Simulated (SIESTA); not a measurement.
Write the native input for SIESTA 5.4.2 that does the following.

| Item | Value |
| --- | --- |
| Task | relaxation of cell and atoms |
| Functional | PBEsol |
| Potentials or basis | PseudoDojo 0.4 standard (PBEsol files) |
| Basis | DZP (energy shift 0.003 Ry; two zetas on semicore shells) |
| Grid cutoff | 1200 Ry |
| Energy shift | 0.003 Ry |
| k mesh | 7 × 7 × 5 |
| Occupations | fermi-dirac, width 0.05 eV |
| Spin | no spin polarisation |
| optimiser | Broyden |
| force tolerance | 0.01 eV/Å |
| stress tolerance (GPa) | 0.05 |

The system is CuAu.

```
Au Cu
1.0
     2.81075    0.00000    0.00000
     0.00000    2.81075    0.00000
     0.00000    0.00000    3.68500
Au Cu
1 1
Direct
  0.00000 0.00000 0.00000
  0.50000 0.50000 0.50000
```

One way to write it, as run:

CuAu.fdf

```
SystemName                      CuAu
SystemLabel                     CuAu
NumberOfSpecies                 2
NumberOfAtoms                   2
%block ChemicalSpeciesLabel
  1  79 Au
  2  29 Cu
%endblock ChemicalSpeciesLabel

LatticeConstant                 1.0 Ang
%block LatticeVectors
     2.8107494552     0.0000000000     0.0000000000
     0.0000000000     2.8107494552     0.0000000000
     0.0000000000     0.0000000000     3.6850000000
%endblock LatticeVectors
AtomicCoordinatesFormat         Fractional
%block AtomicCoordinatesAndAtomicSpecies
     0.0000000000     0.0000000000     0.0000000000  1  Au
     0.5000000000     0.5000000000     0.5000000000  2  Cu
%endblock AtomicCoordinatesAndAtomicSpecies

%block kgrid.MonkhorstPack
    7   0   0  0.0
    0   7   0  0.0
    0   0   5  0.0
%endblock kgrid.MonkhorstPack
XC.Functional                   GGA
XC.Authors                      PBEsol
PAO.BasisSize                   DZP
PAO.EnergyShift                 0.003 Ry
Mesh.Cutoff                     1200 Ry
OccupationFunction              FD
ElectronicTemperature           0.05 eV
MaxSCFIterations                120
SCF.MustConverge                false
SCF.Mixer.Method                Pulay
SCF.Mixer.Weight                0.25
SCF.Mixer.History               8
SCF.DM.Tolerance                5.0e-05
SCF.H.Tolerance                 1.0e-03 eV
WriteForces                     true
Charge.Mulliken                 end
MD.TypeOfRun                    Broyden
MD.Steps                        40
MD.MaxForceTol                  0.01 eV/Ang
MD.MaxDispl                     0.1 Ang
WriteCoorStep                   true
AtomCoorFormatOut               Fractional
MD.VariableCell                 true
MD.MaxStressTol                 0.05 GPa
%block PAO.Basis
  Au 5
  n=5 0 2
    2.662 0.000
  n=6 0 2
    6.968 0.000
  n=5 1 2
    3.170 0.000
  n=6 1 1
    6.968
  n=5 2 2
    5.436 0.000
  Cu 5
  n=3 0 2
    2.374 0.000
  n=4 0 2
    7.224 0.000
  n=3 1 2
    2.662 0.000
  n=4 1 1
    7.224
  n=3 2 2
    4.908 0.000
%endblock PAO.Basis
```

Potentials or basis: PseudoDojo 0.4 standard (PBEsol files), DZP (energy shift 0.003 Ry; two zetas on semicore shells).

Command:

```sh
$ siesta CuAu.fdf > CuAu.out 2>&1
```

Results of the run:

| Quantity | Value |
| --- | --- |
| Relaxed volume | 14.23 Å³/atom |
| Relaxed cell | a = 2.828 Å, b = 2.828 Å, c = 3.560 Å, α = 90.00°, β = 90.00°, γ = 90.00° |
| Space group after relaxing (to 0.05 Å) | P4/mmm (No. 123) |
| Energy gained by relaxing | 7.8 meV/atom |
| Ionic steps | 15 |
| Pressure after relaxing | 0.0 GPa |
| Band gap on the k mesh | none (metal or under the smearing width) |

Caveat: short orbitals over semicore shells can move pressures by several GPa; the basis of atomic orbitals isn't converged, which shifts pressures, moduli and gaps.

Run time: 9.1 min on 1 thread of Arm Neoverse V2, on a shared host, peak memory 0.43 GiB.
